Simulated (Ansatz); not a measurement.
Sc (bcc): energy against volume

Computed with DFT, RPBE, plane waves (420 eV) with PAW, scalar-relativistic (Ansatz). (PAW data from PBE, frozen cores regenerated.)

The cell is scaled uniformly from the relaxed one, with fractional coordinates and shape fixed. Energies are extrapolated to zero smearing, pressures are those at the given smearing. Magnetic state: spin not included.

A Birch-Murnaghan fit gives V₀ = 25.83 Å³/atom, B₀ = 50 GPa, B₀′ = 3.3.

Problem. What are the energy above the minimum and the pressure at 23.858 Å³/atom?

Solution. 26.3 meV/atom and 4.71 GPa as computed.

Problem. What are the energy above the minimum and the pressure at 24.895 Å³/atom?

Solution. 5.6 meV/atom and 2.15 GPa as computed.

Problem. What are the energy above the minimum and the pressure at 26.970 Å³/atom?

Solution. 7.3 meV/atom and -1.83 GPa as computed.
